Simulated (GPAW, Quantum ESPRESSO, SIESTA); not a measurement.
# Deformation of the band gap of zincblende ZnSe under volume change, QE, PBE

Calculated with Quantum ESPRESSO 7.5: PBE; plane waves, GBRV 1.5 ultrasoft, 45/270 Ry; k-mesh 7×7×7. The volume is changed from typed lattice constants. The typed cell is scaled evenly, with no relaxation, and each row is a single point. The gap is that between the highest filled and lowest empty Kohn-Sham level on the mesh.

| volume change (%) | gap on the mesh (eV) |
| --- | --- |
| -8 | 1.466 |
| -6 | 1.378 |
| -4 | 1.293 |
| -2 | 1.211 |
| 0 | 1.132 |
| +2 | 1.056 |
| +4 | ? |
| +6 | 0.9116 |
| +8 | 0.8434 |

**Question.** Fit a second-order form in the logarithmic strain to the rows given and interpolate to the withheld row.

**Working.**

With u = ln[(1 + ε)/(1 + ε0)], counted from the row at ε0 = +0 % where y0 = 1.132, a second-order form y = y0 + a u + b u² makes v = (y − y0)/u a line in u.

```
         u         v
-0.0833816  -4.00568
-0.0618754  -3.97573
-0.0408220  -3.94395
-0.0202027  -3.91037
 0.0198026  -3.83787
 0.0582689  -3.78246
 0.0769610  -3.74995
```

With n = 7: mean u = -0.00732131, mean v = -3.88657, Σ(u − ū)² = 0.022191, Σ(u − ū)(v − v̄) = 0.035816. Slope b = 0.035816 / 0.022191 = 1.6140; intercept a = v̄ − b ū = -3.8748.

At the withheld row u = 0.03922, v = a + b u = -3.811, and y = y0 + u v.

Prediction at +4: 0.9825 eV. The run gave 0.9823 eV, so the fit is high by 2.1e-4 eV (0.022 % of the value).

The first-order term, -3.87 eV per unit of ln V, is the slope of the fitted parabola at ε0; it is a deformation potential only where one valley holds the gap over the whole range, and a kink or a flat stretch in the table makes it differ from the local slope. The second-order term makes up 1.7 % of v at the withheld row. Among the rows given, the largest miss of the fit is at -8, by 3.0e-4 eV (0.049 % of the range of the table).

Limits: The nuclei are static. The DFT runs use Fermi–Dirac occupations of width 0.01 eV, and energies are free energies. The mesh holds the band edges only if they lie on it, and semilocal functionals put gaps under measured ones.

[Logs are printed without paths, hosts, clocks, repeated set-up lines and the standing remarks that a program may print on its own settings, such as how far it seeks lower states.]

[Hosts, paths, dates, database ids (printed as entryN), source tags and the programs' standing remarks are cut or masked in the printed files.]
